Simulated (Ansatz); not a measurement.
## Ansatz 0.2.0, relaxation: MoS2

Run with:

```bash
ansatz run input.yaml --threads 2 --pin off --max-ram 4096MiB --backend cpu --events-out ev --progress --plain --runs-dir out
```

Input:

```yaml
crystal:
  lattice:
    - [3.090888, 0.10631, 0.055824]
    - [-1.453377, 2.711571, 0.032488]
    - [0.217174, 0.271328, 12.493155]
  atoms:
    - { symbol: Mo, position: [0.337552, 0.657028, 0.244117] }
    - { symbol: Mo, position: [0.636426, 0.324487, 0.750095] }
    - { symbol: S, position: [0.339737, 0.68215, 0.629726] }
    - { symbol: S, position: [0.660255, 0.311433, 0.130264] }
    - { symbol: S, position: [0.323998, 0.684882, 0.868016] }
    - { symbol: S, position: [0.658274, 0.308076, 0.371603] }
kpoints:
  mp_grid: { grid: [6, 6, 2], shift: [0.5, 0.0, 0.5] }
magnetization:
  spin_polarized: false
scf:
  occupations: { method: fermi_dirac, width: 0.0808 }
  lower_state_search: "off"
hamiltonian:
  pseudopotentials: { kind: paw }
  xc: pbe
basis:
  ecutwfc: 420
  fft_grid_basis: typed
relax:
  max_steps: 40
  cell: { p_target: 0.0 }
output:
  forces: true
  stress: true
  eigenvalues: true
  populations: true
  elf: true
  write_potential: true
  volumetric_format: npy
  dos:
    e_range: [-12, 8]
    de: 0.05
    projected: { site_lists: { Mo: [Mo], S: [S] } }
  bader: false
checkpoint:
  read: saved_state
```

Origin of the cell: a strained cell with displaced atoms, so it need not be a known compound.

The saved state is a converged single point of the same cell.

Steps («new basis» is an SCF on plane waves selected anew at the same cell):

```tsv
step	ΔF (meV/atom)	max force component (eV/Å)	P (GPa)	volume (Å³)	SCF iterations	step was
1	0.0	3.225	13.76	106.56	6	accepted
2	-141.8	0.535	0.20	112.34	9	accepted
3	-150.6	0.252	-0.08	117.72	7	accepted
4	-153.3	0.033	-0.16	121.93	7	accepted
5	-153.4	0.006	0.03	122.40	6	accepted
6	-153.4	0.001	0.01	122.83	7	accepted
7	-154.4	0.001	0.08	122.83	7	new basis
8	-154.6	0.003	0.04	124.75	7	accepted
9	-154.8	0.036	0.18	127.93	9	accepted
10	-154.8	0.004	-0.01	128.54	6	accepted
11	-154.8	0.003	0.01	129.61	11	accepted
12	-154.8	0.001	0.00	129.84	9	accepted
13	-154.9	0.001	0.00	129.84	6	new basis
```

Step 1, with forces in eV/Å:

```xyz
6
Lattice="3.091 0.106 0.056 -1.453 2.712 0.032 0.217 0.271 12.493" Properties=species:S:1:pos:R:3:forces:R:3 pbc="T T T" step=1
Mo    0.141    1.884    3.090   -1.166   -0.752    3.197
Mo    1.658    1.151    9.417    1.911    1.407   -0.798
S     0.195    2.057    7.908   -0.731    0.135   -1.625
S     1.616    0.950    1.674    1.279    1.037   -3.225
S     0.195    2.127   10.885   -1.174   -1.551    2.432
S     1.668    1.006    4.689   -0.119   -0.275    0.020
```

Step 2, with forces in eV/Å:

```xyz
6
Lattice="3.205 0.024 0.036 -1.580 2.727 0.013 0.139 0.129 12.798" Properties=species:S:1:pos:R:3:forces:R:3 pbc="T T T" step=2
Mo    0.083    1.803    3.202   -0.535    0.098    0.007
Mo    1.653    1.046    9.621    0.497   -0.026   -0.057
S     0.097    1.944    8.043   -0.255    0.137    0.174
S     1.659    0.916    1.643    0.364    0.051    0.100
S     0.062    1.939   11.180   -0.231   -0.120   -0.122
S     1.650    0.905    4.775    0.160   -0.139   -0.102
```

Step 3, with forces in eV/Å:

```xyz
6
Lattice="3.192 0.003 0.026 -1.594 2.775 0.006 0.088 0.067 13.283" Properties=species:S:1:pos:R:3:forces:R:3 pbc="T T T" step=3
Mo    0.012    1.852    3.333   -0.252   -0.074   -0.089
Mo    1.647    0.964    9.957    0.202    0.076   -0.007
S     0.076    1.901    8.397   -0.122   -0.011   -0.060
S     1.605    0.932    1.784    0.147    0.051   -0.041
S     0.047    1.885   11.503   -0.080   -0.065    0.072
S     1.585    0.913    4.889    0.105    0.023    0.126
```

Step 4, with forces in eV/Å:

```xyz
6
Lattice="3.189 0.000 0.022 -1.595 2.765 0.005 0.063 0.043 13.829" Properties=species:S:1:pos:R:3:forces:R:3 pbc="T T T" step=4
Mo   -0.002    1.835    3.464   -0.033   -0.011   -0.013
Mo    1.631    0.943   10.365    0.025    0.011   -0.003
S     0.049    1.875    8.800   -0.016   -0.002   -0.009
S     1.601    0.921    1.910    0.019    0.007   -0.008
S     0.026    1.857   11.919   -0.009   -0.010    0.014
S     1.580    0.903    5.029    0.014    0.004    0.018
```

Step 9, with forces in eV/Å:

```xyz
6
Lattice="3.184 -0.001 0.016 -1.593 2.759 0.005 0.024 0.011 14.562" Properties=species:S:1:pos:R:3:forces:R:3 pbc="T T T" step=9
Mo   -0.012    1.825    3.636    0.000   -0.001    0.000
Mo    1.598    0.915   10.916    0.000    0.000    0.000
S     0.013    1.842    9.352    0.001    0.001   -0.036
S     1.588    0.912    2.079    0.000    0.001   -0.036
S    -0.002    1.828   12.473   -0.001   -0.001    0.036
S     1.572    0.897    5.200   -0.001    0.000    0.036
```

Step 13, with forces in eV/Å:

```xyz
6
Lattice="3.185 -0.001 0.013 -1.593 2.759 0.005 0.011 -0.001 14.778" Properties=species:S:1:pos:R:3:forces:R:3 pbc="T T T" step=13
Mo   -0.015    1.822    3.687    0.000    0.000    0.000
Mo    1.588    0.905   11.078    0.000    0.000    0.000
S     0.003    1.832    9.513    0.000    0.000   -0.001
S     1.584    0.909    2.127    0.000    0.000    0.000
S    -0.011    1.819   12.638    0.000    0.000    0.001
S     1.571    0.896    5.252    0.000    0.000    0.001
```

```
Free energy lowered by                                                                 : 154.9 meV/atom
Volume change                                                                          : 21.85 %
Final pressure                                                                         : 0.00 GPa
Relaxation steps listed                                                                : 13
Formation energy (elements under the same functional, gases as molecules, uncorrected) : -0.893 eV/atom
```

Caveats: no dispersion correction, so spacings can come out too large where layers or molecules are weakly bound.

The run took 3.3 min on 2 threads of Arm Neoverse N1 (shared host), peak memory 0.43 GiB, from a saved density.
